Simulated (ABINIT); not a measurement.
A run of ABINIT 10.8.3 (patched build):

Contents of run.abi:

```
# Datasets: one volume each
ndtset 7
getwfk -1
scalecart1 3*0.9795861087
scalecart2 3*0.9864848297
scalecart3 3*0.9932883884
scalecart4 3*1.0000000000
scalecart5 3*1.0066227096
scalecart6 3*1.0131594038
scalecart7 3*1.0196128224

# Pseudopotentials
pp_dirpath "./"
pseudos "Pb.GGA_PBE-JTH.xml, Te.GGA_PBE-JTH.xml"

# Structure
acell 3*1.0 Angstrom
rprim
     4.0022870000     0.0000000000     0.0000000000
     0.0000000000     4.0022870000     0.0000000000
     0.0000000000     0.0000000000     4.0022870000
ntypat 2
znucl 82 52
natom 2
typat 1 2
xred
     0.0000000000     0.0000000000     0.0000000000
     0.5000000000     0.5000000000     0.5000000000

# Plane-wave basis
ecut 23.0
pawecutdg 45.0

# k points
kptopt 1
ngkpt 7 7 7
nshiftk 1
shiftk 0.0 0.0 0.0

# Exchange and correlation
ixc 11

# Bands and occupations
nband 14
occopt 3
tsmear 0.00183747

# SCF cycle
nstep 100
tolvrs 1.0e-9

# Output
iomode 3
prtwf 1
prtden 0
prteig 0
prtebands 0
```

Potentials or basis: JTH PAW PBE v2.0.

Run with:

```sh
$ abinit run.abi > log 2>&1
```

Hardware: 1 thread of Arm Neoverse V2, with other jobs on the host.

Problem. Estimate the wall time of this run.

Solution. Run time: 97 s on 1 thread of Arm Neoverse V2, on a shared host, peak memory 0.16 GiB. Counts: scf iterations 68, mpi ranks 1, k points 20, bands 14, plane waves 2170.
